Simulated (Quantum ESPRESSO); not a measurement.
# SrCl2 (Fm-3m) in Quantum ESPRESSO: further runs

One crystal, SrCl2, is run at these levels: WC, BLYP, AM05; tasks: dielectric tensor.

Everything below comes from runs of Quantum ESPRESSO 7.5. Logs are shortened: lines on timing, memory, paths and dates and some standing lists are left out, and cuts for length are marked.

## 1. The structure

It takes space group Fm-3m (No. 225, cubic). The conventional cell has a = 6.977 Å, b = 6.977 Å, c = 6.977 Å, α = 90.00°, β = 90.00°, γ = 90.00°. Sr (site symmetry m-3m) has 8 Cl at 3.02 Å as nearest neighbours. Cl (site symmetry -43m) has 4 Sr at 3.02 Å as nearest neighbours.

## 2. Dielectric tensor, WC

pw.in reads:

```
&CONTROL
  calculation = 'scf'
  prefix = 'pwscf'
  outdir = './tmp'
  pseudo_dir = './pseudo'
  tprnfor = .true.
  tstress = .true.
  disk_io = 'low'
/
&SYSTEM
  ibrav = 0
  nat = 3
  ntyp = 2
  ecutwfc = 68
  nbnd = 19
  input_dft = 'wc'
  occupations = 'smearing'
  smearing = 'fd'
  degauss = 0.00367493
/
&ELECTRONS
  conv_thr = 6d-10
  electron_maxstep = 120
  mixing_beta = 0.5
/
ATOMIC_SPECIES
Sr    87.6200 Sr.upf
Cl    35.4500 Cl.upf
CELL_PARAMETERS angstrom
   0.0000000000    3.4883500000    3.4883500000
   3.4883500000    0.0000000000    3.4883500000
   3.4883500000    3.4883500000    0.0000000000
ATOMIC_POSITIONS crystal
Sr     0.0000000000    0.0000000000    0.0000000000
Cl     0.7500000000    0.7500000000    0.7500000000
Cl     0.2500000000    0.2500000000    0.2500000000
K_POINTS automatic
4 4 4 1 1 1
```

scf2.in reads:

```
&CONTROL
  calculation = 'scf'
  prefix = 'pwscf'
  outdir = './tmp'
  pseudo_dir = './pseudo'
  tprnfor = .true.
  tstress = .true.
  disk_io = 'low'
/
&SYSTEM
  ibrav = 0
  nat = 3
  ntyp = 2
  ecutwfc = 68
  nbnd = 19
  input_dft = 'wc'
  occupations = 'fixed'
/
&ELECTRONS
  conv_thr = 1d-13
  electron_maxstep = 120
  mixing_beta = 0.5
  startingpot = 'file'
  startingwfc = 'file'
/
ATOMIC_SPECIES
Sr    87.6200 Sr.upf
Cl    35.4500 Cl.upf
CELL_PARAMETERS angstrom
   0.0000000000    3.4883500000    3.4883500000
   3.4883500000    0.0000000000    3.4883500000
   3.4883500000    3.4883500000    0.0000000000
ATOMIC_POSITIONS crystal
Sr     0.0000000000    0.0000000000    0.0000000000
Cl     0.7500000000    0.7500000000    0.7500000000
Cl     0.2500000000    0.2500000000    0.2500000000
K_POINTS automatic
4 4 4 1 1 1
```

ph.in reads:

```
dielectric of SrCl2
&INPUTPH
  prefix = 'pwscf'
  outdir = './tmp'
  tr2_ph = 1d-18
  fildyn = 'dyn'
  niter_ph = 90
  alpha_mix(1) = 0.7
  epsil = .true.
  trans = .false.
  zeu = .true.
/
0.0000000000 0.0000000000 0.0000000000
```

Potentials or basis: PseudoDojo 0.4.1 SR PBE standard.

Launch:

```sh
> OMP_NUM_THREADS=1 pw.x -in pw.in > pw.out
> OMP_NUM_THREADS=1 pw.x -in scf2.in > scf2.out
> OMP_NUM_THREADS=1 ph.x -in ph.in > ph.out
```

pw.out:

```text
This program is part of the open-source Quantum ESPRESSO suite
     for quantum simulation of materials; please cite
         "P. Giannozzi et al., J. Phys.:Condens. Matter 21 395502 (2009);
         "P. Giannozzi et al., J. Phys.:Condens. Matter 29 465901 (2017);
         "P. Giannozzi et al., J. Chem. Phys. 152 154105 (2020);
     in publications or presentations arising from this work. More details at

     IMPORTANT: XC functional enforced from input :
     Exchange-correlation= WC
                           (   1   4  11   4   0   0   0)
     Any further DFT definition will be discarded
     Please, verify this is what you really want

     Message from routine setup:
     using ibrav=0 with symmetry is DISCOURAGED, use correct ibrav instead

     G-vector sticks info
     --------------------
     sticks:   dense  smooth     PW     G-vecs:    dense   smooth      PW
     Sum        1639    1639    463                43599    43599    6615

     Using Slab Decomposition

     bravais-lattice index     =            0
     lattice parameter (alat)  =       9.3225  a.u.
     unit-cell volume          =     572.9105 (a.u.)^3
     number of atoms/cell      =            3
     number of atomic types    =            2
     number of electrons       =        24.00
     number of Kohn-Sham states=           19
     kinetic-energy cutoff     =      68.0000  Ry
     charge density cutoff     =     272.0000  Ry
     scf convergence threshold =      6.0E-10
     mixing beta               =       0.5000
     number of iterations used =            8  plain     mixing
     Exchange-correlation= WC
                           (   1   4  11   4   0   0   0)

     celldm(1)=   9.322533  celldm(2)=   0.000000  celldm(3)=   0.000000
     celldm(4)=   0.000000  celldm(5)=   0.000000  celldm(6)=   0.000000

[... 8 lines left out ...]
               b(3) = (  0.707107  0.707107 -0.707107 )

     PseudoPot. # 1 for Sr read from file:
     Sr.upf
     Pseudo is Norm-conserving + core correction, Zval = 10.0
     Generated using ONCVPSP code by D. R. Hamann
     Using radial grid of 1834 points,  6 beta functions with:
                l(1) =   0
                l(2) =   0
                l(3) =   1
                l(4) =   1
                l(5) =   2
                l(6) =   2

     PseudoPot. # 2 for Cl read from file:
     Cl.upf
     Pseudo is Norm-conserving + core correction, Zval =  7.0
     Generated using ONCVPSP code by D. R. Hamann
     Using radial grid of 1028 points,  6 beta functions with:
                l(1) =   0
                l(2) =   0
                l(3) =   1
                l(4) =   1
                l(5) =   2
                l(6) =   2

     atomic species   valence    mass     pseudopotential
     Sr               10.00    87.62000     Sr( 1.00)
     Cl                7.00    35.45000     Cl( 1.00)

     48 Sym. Ops., with inversion, found

   Cartesian axes

     site n.     atom                  positions (alat units)
         1        Sr     tau(   1) = (   0.0000000   0.0000000   0.0000000  )
         2        Cl     tau(   2) = (   1.0606602   1.0606602   1.0606602  )
         3        Cl     tau(   3) = (   0.3535534   0.3535534   0.3535534  )

     number of k points=    10  Fermi-Dirac smearing, width (Ry)=  0.0037
                       cart. coord. in units 2pi/alat
        k(    1) = (   0.0883883   0.0883883   0.0883883), wk =   0.0625000
        k(    2) = (   0.2651650   0.2651650  -0.0883883), wk =   0.1875000
        k(    3) = (  -0.2651650  -0.2651650   0.4419417), wk =   0.1875000
        k(    4) = (  -0.0883883  -0.0883883   0.2651650), wk =   0.1875000
        k(    5) = (   0.4419417   0.0883883   0.0883883), wk =   0.1875000
        k(    6) = (  -0.0883883  -0.4419417   0.6187184), wk =   0.3750000
        k(    7) = (   0.0883883  -0.2651650   0.4419417), wk =   0.3750000
        k(    8) = (  -0.6187184   0.0883883   0.0883883), wk =   0.1875000
        k(    9) = (   0.2651650   0.2651650   0.2651650), wk =   0.0625000
        k(   10) = (  -0.2651650  -0.2651650   0.7954951), wk =   0.1875000

     Dense  grid:    43599 G-vectors     FFT dimensions: (  50,  50,  50)

     Initial potential from superposition of free atoms

     starting charge      23.9916, renormalised to      24.0000
     Starting wfcs are   13 randomized atomic wfcs +    6 random wfcs

     Self-consistent Calculation

     iteration #  1     ecut=    68.00 Ry     beta= 0.50
     Davidson diagonalization with overlap
     ethr =  1.00E-02,  avg # of iterations =  7.8

     Threshold (ethr) on eigenvalues was too large:
     Diagonalizing with lowered threshold

     Davidson diagonalization with overlap
     ethr =  2.91E-04,  avg # of iterations =  3.0

     total energy              =    -134.39432843 Ry
     estimated scf accuracy    <       0.06611412 Ry

     iteration #  2     ecut=    68.00 Ry     beta= 0.50
     Davidson diagonalization with overlap
     ethr =  2.75E-04,  avg # of iterations =  2.4

     total energy              =    -134.40732493 Ry
     estimated scf accuracy    <       0.00464688 Ry

     iteration #  3     ecut=    68.00 Ry     beta= 0.50
     Davidson diagonalization with overlap
     ethr =  1.94E-05,  avg # of iterations =  4.1

     total energy              =    -134.40846559 Ry
     estimated scf accuracy    <       0.00108074 Ry

     iteration #  4     ecut=    68.00 Ry     beta= 0.50
     Davidson diagonalization with overlap
     ethr =  4.50E-06,  avg # of iterations =  4.5

     total energy              =    -134.40863414 Ry
     estimated scf accuracy    <       0.00003787 Ry

     iteration #  5     ecut=    68.00 Ry     beta= 0.50
     Davidson diagonalization with overlap
     ethr =  1.58E-07,  avg # of iterations =  2.4

     total energy              =    -134.40865221 Ry
     estimated scf accuracy    <       0.00000432 Ry

     iteration #  6     ecut=    68.00 Ry     beta= 0.50
     Davidson diagonalization with overlap
     ethr =  1.80E-08,  avg # of iterations =  2.0

     total energy              =    -134.40865402 Ry
     estimated scf accuracy    <       0.00000005 Ry

     iteration #  7     ecut=    68.00 Ry     beta= 0.50
     Davidson diagonalization with overlap
     ethr =  2.08E-10,  avg # of iterations =  4.0

     total energy              =    -134.40865414 Ry
     estimated scf accuracy    <       0.00000002 Ry

     iteration #  8     ecut=    68.00 Ry     beta= 0.50
     Davidson diagonalization with overlap
     ethr =  6.96E-11,  avg # of iterations =  2.0

     total energy              =    -134.40865415 Ry
     estimated scf accuracy    <          3.2E-09 Ry

     iteration #  9     ecut=    68.00 Ry     beta= 0.50
     Davidson diagonalization with overlap
     ethr =  1.33E-11,  avg # of iterations =  2.2

     End of self-consistent calculation

          k = 0.0884 0.0884 0.0884 (  5429 PWs)   bands (ev):

   -29.6619 -11.7508 -11.6934 -11.6934 -10.1476  -9.4183   0.9654   0.9654
     1.0176   2.5368   2.6406   2.6406   8.6415   9.1866   9.1866  11.2065
    11.7787  11.7787  12.6221

          k = 0.2652 0.2652-0.0884 (  5426 PWs)   bands (ev):

   -29.6600 -11.9070 -11.7332 -11.7002  -9.8418  -9.5142   0.9871   1.3565
     1.5860   1.7434   2.1001   2.6712   9.4151   9.6312   9.7336  10.9539
    11.2189  11.7769  12.6529

          k =-0.2652-0.2652 0.4419 (  5421 PWs)   bands (ev):

   -29.6589 -11.9818 -11.7456 -11.7089  -9.7828  -9.4644   1.1756   1.2924
     1.3923   2.0861   2.1388   2.2525   9.4820   9.8058  10.3834  10.9564
    11.4665  11.7203  11.9116

          k =-0.0884-0.0884 0.2652 (  5417 PWs)   bands (ev):

   -29.6608 -11.8548 -11.7067 -11.7022  -9.9461  -9.4915   1.0125   1.0218
     1.4753   1.8045   2.6231   2.6552   9.1811   9.4447   9.4584  10.9532
    11.2656  11.7888  12.2372

          k = 0.4419 0.0884 0.0884 (  5427 PWs)   bands (ev):

   -29.6592 -11.9680 -11.7334 -11.7145  -9.6833  -9.5853   0.9256   1.0847
     1.1038   2.2595   2.6347   2.6398   8.9753   9.9201  10.1381  10.9346
    11.0572  11.3203  12.4778

          k =-0.0884-0.4419 0.6187 (  5415 PWs)   bands (ev):

   -29.6581 -11.9614 -11.8397 -11.7221  -9.6139  -9.5261   0.5731   0.9402
     1.5362   2.1238   2.6778   2.8604   9.0979  10.0956  10.2077  10.4214
    11.1430  12.2038  13.0310

          k = 0.0884-0.2652 0.4419 (  5431 PWs)   bands (ev):

   -29.6589 -11.9496 -11.7873 -11.7111  -9.6936  -9.5391   0.9471   1.0664
     1.4758   2.0796   2.2404   2.6904   9.2607   9.8341  10.2139  10.8282
    11.3322  11.6411  12.6400

          k =-0.6187 0.0884 0.0884 (  5433 PWs)   bands (ev):

   -29.6581 -12.0347 -11.7534 -11.7233  -9.6616  -9.4893   0.3922   1.1399
     1.1909   2.5854   2.6309   2.9350   8.6734  10.1423  10.4367  10.6606
    11.0324  11.8452  12.7599

          k = 0.2652 0.2652 0.2652 (  5414 PWs)   bands (ev):

   -29.6595 -11.9646 -11.7038 -11.7038  -9.8488  -9.4727   1.3419   1.3419
     1.5153   1.7911   2.1549   2.1549   9.6574   9.6574   9.9811  11.1587
    11.5900  11.5900  11.7991

          k =-0.2652-0.2652 0.7955 (  5418 PWs)   bands (ev):

   -29.6584 -11.9367 -11.8432 -11.7125  -9.6649  -9.5147   0.7405   1.1835
     1.4957   2.0430   2.3001   2.7650   9.2168  10.0458  10.2748  10.6925
    11.3299  11.8272  12.6577

     the Fermi energy is     5.3386 ev

!    total energy              =    -134.40865415 Ry
     estimated scf accuracy    <          1.3E-10 Ry
     smearing contrib. (-TS)   =       0.00000000 Ry
     internal energy E=F+TS    =    -134.40865415 Ry

     The total energy is F=E-TS. E is the sum of the following terms:
     one-electron contribution =     -29.04009598 Ry
     hartree contribution      =      23.21180478 Ry
     xc contribution           =     -34.59267531 Ry
     ewald contribution        =     -93.98768764 Ry

     convergence has been achieved in   9 iterations

     Forces acting on atoms (cartesian axes, Ry/au):

     atom    1 type  1   force =    -0.00000000   -0.00000000    0.00000000
     atom    2 type  2   force =     0.00000000    0.00000000   -0.00000000
     atom    3 type  2   force =    -0.00000000   -0.00000000   -0.00000000

     Total force =     0.000000     Total SCF correction =     0.000000

     Computing stress (Cartesian axis) and pressure

          total   stress  (Ry/bohr**3)                   (kbar)     P=      -10.05
  -0.00006829   0.00000000  -0.00000000          -10.05        0.00       -0.00
   0.00000000  -0.00006829  -0.00000000            0.00      -10.05       -0.00
  -0.00000000  -0.00000000  -0.00006829           -0.00       -0.00      -10.05

=------------------------------------------------------------------------------=
   JOB DONE.
=------------------------------------------------------------------------------=
```

It took 98 s on 1 thread of Intel Xeon 6975P-C (Granite Rapids), shared host; peak memory 0.12 GiB.

What came out:

```yaml
Free_energy: -1828.7229 eV
Pressure: -1.0 GPa
Electronic_dielectric_tensor_diagonal: 2.97
Born_charges_mean_of_the_diagonal: Sr +2.50; Cl -1.25 e
```

Levels at points of the mesh, in eV from the valence-band top:
| k point | band 10 | band 11 | band 12 | band 13 | band 14 | band 15 |
| --- | --- | --- | --- | --- | --- | --- |
| (0.12, 0.12, 0.12) | -0.40 | -0.29 | -0.29 | 5.71 | 6.25 | 6.25 |

Electronic dielectric tensor:
```
2.97 0.00 0.00
0.00 2.97 0.00
0.00 0.00 2.97
```

Born effective charge tensors (e):
atom 1, Sr
```
2.50 0.00 0.00
0.00 2.50 0.00
0.00 0.00 2.50
```
atom 2, Cl
```
-1.25  0.00  0.00
 0.00 -1.25  0.00
 0.00  0.00 -1.25
```
atom 3, Cl
```
-1.25  0.00  0.00
 0.00 -1.25  0.00
 0.00  0.00 -1.25
```

Caveat: the potentials were made for another functional, which shifts forces and pressure.

[end of part 1 of 2]
